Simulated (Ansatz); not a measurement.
Reaction (formal exchange of groups at a Zr–O bond): `[OH][Zr]([OH])([OH])[Cl]` + `OCc1ccccc1` → `[OH][Zr]([OH])([Cl])[c]1ccccc1` + `OCO`

Calculated with Ansatz (gas phase, PBE0-D4/def2-TZVP geometries, no zero-point term in ΔE). CCSD(T)/CBS is the MP2 limit (def2-TZVPP, def2-QZVPP) plus CCSD(T) − MP2 in def2-TZVPP, frozen cores. This one scheme is used for every species. Functionals use def2-TZVPP. B3LYP here is the variant with VWN-RPA as its local correlation; programs differ in this. def2 core potentials past Kr. For Zr outer-core shells are correlated without core-valence functions, which leaves a few kJ/mol of doubt a bond. Each species was taken in one conformer, which may not be the lowest.

| level | ΔE (kJ/mol) | difference from CCSD(T)/CBS |
| --- | --- | --- |
| PBE-D4 | 176.9 | -6.9 |
| r2SCAN-D4 | 185.2 | 1.4 |
| PBE0-D4 | 181.0 | -2.8 |
| B3LYP-D4 | 182.4 | -1.4 |
| ωB97X-V | 189.2 | 5.4 |
| B2PLYP | 185.8 | 2.0 |
| r2SCAN | 186.3 | 2.5 |
| B3LYP | 186.4 | 2.6 |
| MP2/def2-TZVPP | 183.1 | -0.7 |
| SCS-MP2/def2-TZVPP | 182.0 | -1.8 |
| CCSD/def2-TZVPP | 182.1 | -1.7 |
| CCSD(T)/def2-TZVPP | 178.6 | -5.2 |
| MP2/def2-QZVPP | 186.4 | 2.6 |
| SCS-MP2/def2-QZVPP | 185.3 | 1.5 |
| HF/CBS(def2) | 190.8 | 7.0 |
| CCSD/CBS(def2) | 187.3 | 3.5 |
| CCSD(T)/CBS | 183.8 | 0 |

Largest T1 diagnostic among the species: 0.016.

From PBE to PBE0 (25 % exact exchange), in def2-TZVPP and without D4, ΔE moves by +4.2 kJ/mol. In def2-TZVPP, CCSD(T) changes the Hartree–Fock value by −11.4 kJ/mol (the triples alone add −3.5 kJ/mol) and MP2 by −6.8 kJ/mol. The D4 term adds −3.9 kJ/mol with B3LYP and −2.7 kJ/mol with PBE0; it sums over pairs of atoms, weighted by their polarisabilities, and B3LYP, whose exchange is more repulsive, gets the larger term.

CCSD(T)/CBS has its own doubt, a few kJ/mol and more with outer-core shells, so smaller differences from it don't rank the levels.
